Q: I have the pressure of a tantalum nitride crystal at eight volumes. I drew a straight line through the points, and the most compressed cell lies 2 GPa above it. Is that the row that breaks the pattern?

Ansatz 0.2.0 calculations for TaN (space group P6_3/mmc, 4 atoms per cell) at fixed cell shape and fractional atomic positions, with PBE, frozen-core PAW (set soft_2), scalar relativity and no spin polarisation. The wave cutoff is 420 eV, the k mesh 9×9×5 and the Fermi–Dirac smearing width 0.01 eV. Pressure is positive in compression.

```
volume (Å³/atom)     c/a  shortest distance (Å)  pressure (GPa)
           9.496  1.6135                  2.118           83.27
           9.694  1.6135                  2.132           70.89
           9.793  1.6135                  2.140           65.13
           9.892  1.6135                  2.147           59.64
           9.991  1.6135                  2.154           54.39
          10.090  1.6135                  2.161           49.39
          10.288  1.6135                  2.175           40.08
          10.486  1.6135                  2.189           31.61
```

A: Look at its neighbours first. Both end rows lie above your line, and the rows between them lie on it or below it. A cell in a different state would stand off while its neighbours stayed in place. Yours bow together, and that is curvature. Your line assumes that each cubic ångström removed costs the same extra pressure, which is true of a solid only in the limit of a very small compression.

Q: What makes the cost rise?

A: The crystal stiffens as it shrinks. Take the stiffness as −V dP/dV, with V the volume and P the pressure: the pressure gained per fractional loss of volume. It is 445 GPa between the two largest cells and 600 GPa between the two smallest, although the shortest distance changes by only 3% over the whole table. The standard explanation, which these numbers do not isolate, is that electron clouds pushed into each other gain kinetic energy through the Pauli principle. That gain grows steeply as the atoms approach.

Q: Could I use that to guess the curve of a similar nitride?

A: Yes, as a first guess. The mean pressures of those two intervals are 36 and 77 GPa, so the stiffness grows by

(600 − 445) / (77 − 36) ≈ 3.8

for each GPa of pressure. Many solids have a value of roughly 4. You would therefore need one pressure and one stiffness, and could add about 40 GPa of stiffness for each 10 GPa of pressure, as long as the structure stays the same.

Q: Then I need a curved yardstick before I can call any row odd. Which one?

A: Finite-strain theory supplies it. Lengths scale as the cube root of the volume, and this form measures strain by the squared length in the reference cell over that in the present cell, so the natural variable is y = (V/Vr)^(−2/3), where Vr is the volume of the 9.892 row. Write the energy as a cubic polynomial in y and take P = −dE/dV. The result is the third-order Birch–Murnaghan form:

P = y^(5/2) [A + B(y − 1) + C(y − 1)²]

The constants A, B and C were fitted to all eight rows and are 59.63, 655.3 and 113.2 GPa. For the largest cell V/Vr = 1.06, so y − 1 = −0.0381 and y^(5/2) = 0.9075:

P = 0.9075 × (59.63 − 24.97 + 0.16) = 31.6 GPa

The table has 31.61 GPa. This row was part of the fit, so the agreement shows how the formula works and does not test it.

Q: And the odd row?

A: There is none. Every row lies within 0.01 GPa of the curve, which is the last printed digit, while neighbouring rows differ by at least 5 GPa. When each row in turn is left out and predicted from the others, the typical miss is still only about 0.02 GPa. The analysis printed below lists the misses of the full fit row by row.

Q: Why is a metal with two kinds of atom so well behaved?

A: Because only one thing changes. The cell keeps its shape, symmetry holds every atom in its place, and so the energy depends on a single length. In that respect the crystal resembles a nitrogen molecule near its equilibrium bond length: while the molecule stays in one electronic state, its energy is a smooth function of the distance. The likeness ends at the electrons. The molecule has a wide gap above its filled levels, whereas this metal has empty levels directly above the filled ones, and their filling could change.

Q: The pressure is an average over directions. Could a break in one direction cancel against another?

A: It is a fair suspicion, because the directions differ greatly. In the largest cell the stress is 79 GPa along the c axis and only 8 GPa across it. A likely reason is the chain of Ta atoms along c, spaced 2.5 Å apart, against roughly 2.9 Å in tantalum metal. I fitted the same form to the difference between the two stresses, and no single row stands out there either. The misses reach 0.04 GPa and run as a slow wave through the rows, changing sign three times. A formula that is one term too short would leave such a wave; the k mesh could also contribute, and this fit does not separate the two.

Q: Then why does such a lopsided stress leave the pressure curve clean?

A: When all edges shrink by the same fraction, the work done depends only on the mean of the three stresses. That mean must therefore equal the energy gained per unit of volume lost, however unequal its parts are. Between the 9.694 and 10.090 rows the energy difference gives a mean pressure of 59.8 GPa, and the stresses give the same. This shows that the calculation is consistent with itself, which is a weaker statement than agreement with a real sample.

Q: Where would you look for a real break?

A: Where the electronic state changes, for instance where a full band rises to the Fermi level and begins to empty. In the two rows with listed band edges, 9.694 and 10.288, the same four bands are partly filled at the sampled k points. The next band down is full at those points, with its top 0.35 eV below the Fermi level in the smaller cell and 0.30 eV below it in the larger. That does not tell you where it would begin to empty. The mesh skips the face of the Brillouin zone that lies across the c direction. There, as long as spin–orbit coupling is left out, the screw axis of this structure makes bands meet in pairs, and this one joins the lowest of the four, so it may reach higher than the sampled points show. A search for a break should therefore start with a finer k mesh that includes that face. It should also add spin–orbit coupling, which can part such pairs and shift levels of a heavy atom by some tenths of an eV.

Q: Would I see a jump in the pressure there?

A: No, and the limit of a tiny pocket shows why. If a rounded band edge has passed the Fermi level by a small energy δ, the pocket holds a number of carriers proportional to δ^(3/2), and its share of the pressure grows in the same way from zero. The stiffness changes as δ^(1/2), so the bend appears there first. Where two bands meet, as on the zone face above, the edge may be a ridge or a point instead, and an even gentler change is expected. A jump needs something more drastic, such as a new crystal structure or a sudden onset of magnetism. These runs exclude both, because they hold the structure and leave out spin polarisation.

Q: So may I use the curve for a part under pressure?

A: Use it to interpolate between these cells at this fixed shape. Under even pressure from all sides the crystal would lengthen along c until the stresses matched, and it would follow a different curve. How different, the table cannot tell you. Its smoothness also does not show that this structure is the stable one.

Output of the analysis:

```
fit of pressure on 8 rows: constant 574.4 +/- 16, coefficient of v -51.94 +/- 1.6; rms 1.18, worst 9.496 -2.06, leave-one-out rms 1.97
fit of pressure on 8 rows: coefficient of w 59.63 +/- 0.0038, coefficient of wu 655.3 +/- 0.16, coefficient of wuu 113.2 +/- 6.8; rms 0.00628, worst 10.09 0.00882, leave-one-out rms 0.0164
fit of shear on 8 rows: coefficient of w 84.95 +/- 0.018, coefficient of wu 181.2 +/- 0.73, coefficient of wuu 44.88 +/- 32; rms 0.0293, worst 9.694 0.0368, leave-one-out rms 0.087
Stress, stiffness and misses:
     row  in-plane GPa  axial GPa  stiffness from previous row GPa  Ta-Ta along c A  line miss GPa  finite-strain miss GPa  stress-difference miss GPa
   9.496         51.15      147.5                              n/a            2.426         -2.065                0.005206                    -0.03099
   9.694         40.77      131.1                            600.4            2.442        0.03937               -0.004086                     0.03677
   9.793         35.94      123.5                            567.4            2.451         0.6615               -0.005512                     0.03346
   9.892         31.33      116.3                            546.2            2.459          1.013               -0.008196                     0.01062
   9.991         26.93      109.3                            527.6            2.467          1.126                0.004334                      -0.017
   10.09         22.75      102.7                            507.5            2.475         0.9875                0.008819                    -0.03569
  10.288            15      90.24                            479.5            2.491        0.02162                 0.00594                    -0.02834
  10.486         7.997      78.84                            444.7            2.507         -1.784               -0.006506                     0.03117
Smallest pressure step between neighbouring rows, GPa: 5
Volume of first row below last row, percent: 9.434
Shortest distance of first row below last row, percent: 3.243
Stiffness of the most compressed interval over the least compressed: 1.35
Mean pressure from energy difference, rows 9.694 to 10.090, GPa: 59.8
Mean pressure from stresses over the same span (Simpson rule), GPa: 59.81
Axial over in-plane stress, first row: 2.883
Axial over in-plane stress, last row: 9.859
Top of highest full band below Fermi level, row 9.694, eV: 0.3477
Top of highest full band below Fermi level, row 10.288, eV: 0.2967
Bottom of highest partly filled band below Fermi level, row 9.694, eV: 0.6248
Bottom of highest partly filled band below Fermi level, row 10.288, eV: 0.5714
```
